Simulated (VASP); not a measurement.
Wanted: the native input for a VASP 6.6.1 run.

```yaml
Task: single point
Functional: PBE
Dispersion: D3(BJ)
Potentials_or_basis: VASP PAW PBE potentials, release 64 (Cu, N)
Cutoff: 400 eV
k_mesh: 6 × 6 × 1
Occupations: methfessel-paxton, width 0.1 eV
Spin: no spin polarisation
Further_INCAR_settings: LREAL = Auto; ALGO = Fast; EDIFF = 1e-06; NBANDS = 104; ISYM = 0
```

The structure of Cu16N lies in POSCAR:

```
Cu16N
1.0
    5.1053109602      0.0000000000      0.0000000000
    0.0000000000      5.1053109602      0.0000000000
    0.0000000000      0.0000000000     21.9150000000
Cu N
16 1
Direct
    0.2500000000      0.2500000000      0.1141000000
    0.7500000000      0.2500000000      0.1141000000
    0.2500000000      0.7500000000      0.1141000000
    0.7500000000      0.7500000000      0.1141000000
    0.0000000000      0.0000000000      0.1964000000
    0.5000000000      0.0000000000      0.1964000000
    0.0000000000      0.5000000000      0.1964000000
    0.5000000000      0.5000000000      0.1964000000
    0.2500000000      0.2500000000      0.2767000000
    0.7500000000      0.2500000000      0.2770000000
    0.2500000000      0.7500000000      0.2770000000
    0.7500000000      0.7500000000      0.2797000000
    0.9949000000      0.9949000000      0.3601000000
    0.5051000000      0.9949000000      0.3601000000
    0.9949000000      0.5051000000      0.3601000000
    0.5051000000      0.5051000000      0.3601000000
    0.2500000000      0.2500000000      0.3825000000
```

The cell was built by a generator and needn't be a form met in nature.

These files were run (other wordings do the same):

INCAR

```
SYSTEM = Cu16N
ALGO = Fast
EDIFF = 1E-6
ENCUT = 400
GGA = PE
ISIF = 2
ISMEAR = 1
ISYM = 0
IVDW = 12
KPAR = 4
LASPH = .TRUE.
LCHARG = .FALSE.
LREAL = Auto
LWAVE = .FALSE.
NBANDS = 104
NELM = 60
PREC = Accurate
SIGMA = 0.1
```

KPOINTS

```
k-points
0
G
  6 6 1
  0 0 0
```

Potentials or basis: VASP PAW PBE potentials, release 64 (Cu, N).

The run is started by

```console
$ cat potpaw_PBE.64/Cu/POTCAR potpaw_PBE.64/N/POTCAR > POTCAR
$ mpirun -np 4 vasp_std > vasp.out
```

It gave:

| Property | Result |
| --- | --- |
| Largest force | 0.254 eV/Å |
| Band gap on the k mesh | none (metal or under the smearing width) |
| Dispersion energy per atom | -0.398 eV |

Caveat: the run has no spin polarisation, though such a crystal can be magnetic.

Run time: 7 min on 4 MPI ranks on Intel(R) Xeon(R) Platinum 8488C (Sapphire Rapids) (shared host), peak memory 0.75 GiB a rank.
